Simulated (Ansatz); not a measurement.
CuO (Tenorite), 4 atoms in the cell. It takes space group C2/c (No. 15, monoclinic). The conventional cell has a = 4.684 Å, b = 3.423 Å, c = 5.129 Å, α = 90.00°, β = 99.54°, γ = 90.00°. Cu (site symmetry -1) is surrounded by 4 O at 1.95 to 1.96 Å. O (site symmetry 2) is surrounded by 4 Cu at 1.95 to 1.96 Å. 

| Item | Value |
| --- | --- |
| Program | Ansatz 0.2.0 |
| Task | relaxation of cell and atoms |
| Functional | PBEsol |
| Dispersion | D4 |
| Potentials or basis | Ansatz PAW |
| Cutoff | 420 eV (not typed: the program's choice for these potentials) |
| k mesh | 10 × 10 × 5 |
| Occupations | fermi-dirac, width 0.05 eV |
| Spin | no spin polarisation |

Potentials or basis: Ansatz PAW.

Launch:

```sh
$ ansatz run input.yaml --threads 2 --pin off --max-ram 5632MiB --backend cpu --events-out ev --progress --plain --runs-dir out
```

Hardware: 2 threads of Arm Neoverse V2, with other jobs on the host.

Task: How long does it take, and how much memory?

Result: It took 2.3 min on 2 threads of Arm Neoverse V2 (shared host), peak memory 0.43 GiB. Counts: scf iterations 150, plane waves 825, k points 141, bands 30, ion steps 24.
